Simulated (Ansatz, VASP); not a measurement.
Be in VASP and in Ansatz

```
Be
1.0
     2.28530    0.00000    0.00000
    -1.14265    1.97913    0.00000
     0.00000    0.00000    3.58420
Be
2
Cartesian
  -0.0343 1.2996 0.8423
  1.1769 0.6795 2.7419
```

Alike in both runs: task single point; functional PBE; k mesh 15 × 15 × 8; occupations gaussian, width 0.05 eV; no spin polarisation.

|  | VASP | Ansatz |
| --- | --- | --- |
| version | VASP 6.6.1 | Ansatz 0.2.0 |
| potentials or method | VASP PAW PBE potentials, release 64 (Be), cutoff 520 eV | all-electron LAPW, scalar-relativistic |

```tsv
	VASP	Ansatz	Ansatz less VASP
gap on the k mesh at the Fermi level (eV)	none	none	-
pressure (GPa)	-1.7	-1.9	-0.17
largest component of the traceless stress (GPa)	3.19	3.17	-0.018
rms of the force components (eV/Å)	0.516	0.511	-0.0050
```

Atom by atom the forces differ by 0.005 eV/Å (rms over components). A gap of «none» marks a metal or a gap that the smearing closes. Ansatz ran all-electron here, so the differences hold the error of VASP's frozen core and of both bases.
